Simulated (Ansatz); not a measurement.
The geometry is COD entry 9011656, unchecked; take it as a test cell.

An input for Si and the output that it gave: DFT, PBE, all-electron LAPW, scalar-relativistic (Ansatz 0.2.0).

Command: `ansatz run input.yaml --threads 1 --pin off --max-ram 3072MiB --backend cpu --events-out ev --progress --plain --runs-dir out` The run took 66 s on 1 thread of Arm Neoverse V1, on a shared host, peak memory 0.73 GiB.

```yaml
crystal:
  lattice:
    - [-2.251, 2.3685, 1.275]
    - [2.251, -2.3685, 1.275]
    - [2.251, 2.3685, -1.275]
  atoms:
    - { symbol: Si, position: [0.807, 0.557, 0.25] }
    - { symbol: Si, position: [0.193, 0.443, 0.75] }
kpoints:
  mp_grid: { grid: [16, 16, 16] }
  band_path:
    path:
      - [0.0, 0.0, 0.0]
      - [0.5, -0.5, 0.5]
      - [0.4758105458, -0.4758105458, 0.5241894542]
      - [-0.4758105458, 0.4758105458, 0.4758105458]
      - [0.0, 0.0, 0.0]
      - [0.3224458646, 0.3224458646, -0.3224458646]
      - [0.6775541354, -0.3224458646, 0.3224458646]
      - [0.5, -0.5, 0.5]
      - [0.0, 0.0, 0.0]
    npoints: 14
scf:
  occupations: { method: fermi_dirac, width: 0.05 }
hamiltonian:
  xc: pbe
  pseudopotentials: { kind: all_electron, lapw: { basis_error: 0.0005 } }
output:
  forces: true
  stress: true
  eigenvalues: true
  populations: true
  dos: { projected: true, de: 0.2, e_range: [-14, 8] }
```

What the program printed:

```
Si: projections on atomic orbitals take those of the free atom 1s2 2s2 2p6 3s2 3p2, of charge +0.00 (hamiltonian.pseudopotentials.projection_atoms)
LAPW: plane waves up to 7.813 Å⁻¹, error target 5.0e-4 eV per atom; small_component_spin mean_spin; Si in spheres of 1.193 Å, 12 of its electrons in bands, Dirac shells []
Engine: ansatz 0.2.0
Pseudopotentials: kind: all_electron
Pseudopotential: Si, LAPW, valence charge 12, Koelling and Harmon's equation, gaussian nucleus
Functional definition: PBE
  parameter kappa = 0.804
  parameter beta = 0.06672455060314922
  exchange = pbe_x(kappa = kappa, mu = beta*pi^2/3)
  correlation = pbe_c(beta = beta)
Crystal: 2 atoms, lattice volume = 27.191 Å³
Basis set: ecut = 232.5535681194106 eV, 219 PW (Γ), FFT grids on a1+a2, a2, a3, exchange–correlation at level 2
Bands: 16, of which v1, the nominal top of the filled ones, is band 12 counted from 1 (11 counted from 0)
Symmetry: 8 space group operations
Space group: Imma (ITA 74), of the structure as read, at distance tolerance 3.0e-5 Å
k-points: 621 of 4096
Non-local potential: Si, projectors of the file, none
Initial density: superposition of atomic densities (chi_scale 0.1, normalization cell)
Initial wavefunctions: plane waves of lowest kinetic energy (no species holds an atomic orbital)
Functional: x = pbe(κ = 0.804, μ = 0.2195149727645171), c = pbe(β = 0.06672455060314922)
iter 1 solved again at ethr=3.56e-4 eV; its pass at ethr=1.00e-1 eV (dr2=8.54e-2 eV) is discarded
SCF iter   1: F=—  HF=-15783.808963 eV  |F-HF|=—  |Δ(HF+E_count)|=         —  Δρ=2.43e-2  dr2=8.54e-2  ethr=3.56e-4  ⟨swp⟩=2.9  Hψ=71127  notcnv=0
preconditioner: auto → none  [metal: Δε(μ)=0.005 eV  Ē_g=10.888 eV  σ=0.050 eV  W_gap=0.03  n_scr=6 (ndim 8)  ℏωp=20.1 eV  f_vac=0.000  D(μ)=0.74/eV (n_scr^D=4)  sad-step TF]
SCF iter   2: F=—  HF=-15783.800303 eV  |F-HF|=—  |Δ(HF+E_count)|=   8.66e-3  Δρ=1.57e-2  dr2=3.88e-2  ethr=3.56e-4  ⟨swp⟩=2.0  Hψ=26738  notcnv=0
iter 3 solved again at ethr=8.91e-7 eV; its pass at ethr=1.62e-4 eV (dr2=2.14e-4 eV) is discarded
SCF iter   3: F=—  HF=-15783.799024 eV  |F-HF|=—  |Δ(HF+E_count)|=   1.28e-3  Δρ=1.14e-3  dr2=2.13e-4  ethr=8.91e-7  ⟨swp⟩=2.1  Hψ=48121  notcnv=0
SCF iter   4: F=—  HF=-15783.799054 eV  |F-HF|=—  |Δ(HF+E_count)|=         —  Δρ=1.70e-4  dr2=4.44e-6  ethr=8.86e-7  ⟨swp⟩=2.0  Hψ=26159  notcnv=0
the basis was enlarged: its passes take 349.2 KiB over the memory plan, 1 of 1 planned eigensolver slots
SCF iter   5: F=—  HF=-15783.799055 eV  |F-HF|=—  |Δ(HF+E_count)|=   1.25e-6  Δρ=2.59e-5  dr2=9.43e-8  ethr=1.85e-8  ⟨swp⟩=2.0  Hψ=26163  notcnv=0
SCF iter   6: F=-15783.799056 eV  HF=-15783.799056 eV  |F-HF|=5.44e-10  |Δ(HF+E_count)|=   1.17e-7  Δρ=2.17e-6  dr2=9.29e-10  ethr=3.93e-10  ⟨swp⟩=3.0  Hψ=28315  notcnv=0
SCF 1 converged in 6 iterations: F = -15783.799056 eV  dr2 = 9.29e-10
NSCF: frozen V_eff on 113 k-points
SCF converged after 6 iterations
Free energy (F): -15783.799056 eV
Harris-Foulkes:  -15783.799056 eV  (|F-HF|=5.44e-10)
Internal energy: -15783.792993 eV  (E = F + TS)
E sigma→0 (E₀):  -15783.796024 eV
Entropy (-TS):   -0.006062 eV (-3.031 meV/atom)
Fermi energy:    13.097497 eV
--- Per-component energies (eV) ---
  E_band       = -1353.450183
  E_kinetic    = 15835.375830
  E_xc         = -1139.057580
  E_electrostatic = -30480.111244  (all electrons and nuclei)
  E_smearing   = -0.006062  (= −TS)
  E_closure    = 0.000000  (closes the sum)
  E_atoms      = -15773.713766  (free atoms, spherical and without spin; not in F)
  Σ components = -15783.799056   (vs F -15783.799056, Δ=0.00e0)
  Basis errors (estimates in eV, not in F): energy 2.0e-4 per atom: plane waves 1.9e-4 (1.0e-4 summed), levels above the bands 7.5e-38, relativity 5.4e-9, radial functions 1.0e-5, core shells 4.4e-13; eigenvalues (radial functions only) 8.8e-7; not estimated: angular momenta, meshes, grids; target (lapw.basis_error) 5.0e-4; muffin-tin radii Si 1.193 Å
--- Forces (eV/Å), atoms counted from 1 ---
  atom   1  Si     0.00000000     0.00000000    -0.00354227
  atom   2  Si     0.00000000     0.00000000     0.00354227
  max |Σ_I F_I| component: 0.00e0 eV/Å
--- Stress (GPa, compression-positive) ---
       14.830346       0.000000       0.000000
        0.000000      17.428106       0.000000
        0.000000       0.000000      14.959834
  P = ⅓ Tr σ = 15.7394 GPa (157.394 kbar)
--- Band table (eV; the first three rows and the last of 621) ---
  k-point 0: bands = ["-121.1839", "-121.1784", "-77.2397", "-77.2334", "-77.2321", "-77.2245", "-77.2053", "-77.1820", "-1.7099", "10.1257", "10.6108", "11.4459", "14.1915", "20.8727", "22.2409", "23.1266"]
  k-point 1: bands = ["-121.1839", "-121.1785", "-77.2396", "-77.2334", "-77.2321", "-77.2246", "-77.2051", "-77.1822", "-1.6570", "9.4572", "10.4681", "12.0367", "14.5916", "20.1473", "22.5101", "23.1689"]
  k-point 2: bands = ["-121.1837", "-121.1786", "-77.2393", "-77.2335", "-77.2321", "-77.2250", "-77.2044", "-77.1829", "-1.4984", "8.2085", "10.5745", "12.6048", "15.7016", "19.0096", "21.8810", "23.0294"]
  k-point 620: bands = ["-121.1815", "-121.1808", "-77.2419", "-77.2349", "-77.2306", "-77.2225", "-77.2072", "-77.1805", "3.8858", "4.9202", "5.4115", "5.6998", "18.8711", "19.6308", "27.3498", "28.0173"]
--- Löwdin populations: 2 sites ---
  site symbol       q [e]
     0     Si     13.9353
     1     Si     13.9353
  spilling = 0.004624 (of n_electrons = 28.000000)
```
